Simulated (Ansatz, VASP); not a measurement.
This is a calculation of KI for VASP 6.6.1.

Contents of INCAR:

```
PREC = Accurate ; ENCUT = 520
EDIFF = 1E-7 ; ISMEAR = -1
SIGMA = 0.05 ; LREAL = F
LASPH = T ; NELM = 100
ALGO = Normal ; ISIF = 2
LWAVE = F ; LCHARG = F
GGA = PE ; NBANDS = 15
```

Contents of KPOINTS:

```
regular mesh
0
Gamma
  6 6 6
```

Contents of POSCAR:

```
KI
1.0
    4.3753591381      0.0000000000      0.0000000000
    0.0000000000      4.3753591381      0.0000000000
    0.0000000000      0.0000000000      4.3753591381
I K
1 1
Direct
    0.5000000000      0.5000000000      0.5000000000
    0.0000000000      0.0000000000      0.0000000000
```

Potentials or basis: VASP PAW PBE potentials, release 64 (I, K_sv).

Command:

```bash
$ cat potpaw_PBE.64/I/POTCAR potpaw_PBE.64/K_sv/POTCAR > POTCAR
$ mpirun -np 1 vasp_std > vasp.out
```

**Question.** Translate it to Ansatz 0.2.0. Potentials there: Ansatz PAW.

**Answer.** As run (the cutoff follows the program's own potentials):

input.yaml

```yaml
crystal:
  lattice:
    - [4.3753591381, 0.0, 0.0]
    - [0.0, 4.3753591381, 0.0]
    - [0.0, 0.0, 4.3753591381]
  atoms:
    - { symbol: I, position: [0.5, 0.5, 0.5] }
    - { symbol: K, position: [0.0, 0.0, 0.0] }
hamiltonian:
  xc: pbe
  pseudopotentials: { kind: paw }
kpoints:
  mp_grid: { grid: [6, 6, 6] }
scf:
  occupations: { method: fermi_dirac, width: 0.05 }
output:
  forces: true
  stress: true
  eigenvalues: true
```

Potentials or basis: Ansatz PAW.

Command:

```bash
$ ansatz run input.yaml --threads 2 --pin off --max-ram 5120MiB --backend cpu --events-out ev --progress --plain --runs-dir out
```

Both were run:

|  | VASP | Ansatz | Ansatz less VASP |
| --- | --- | --- | --- |
| gap on the k mesh at the Fermi level (eV) | 3.19 | 3.19 | +0.003 |
| least direct gap on the mesh (eV) | 3.52 | 3.52 | +0.002 |
| pressure (GPa) | -0.2 | -0.3 | -0.02 |

The two sets of potentials don't hold the same shells in valence.

Caveats: spin-orbit coupling is left out, which moves the levels of the heavy elements. A k mesh can miss the band edges.
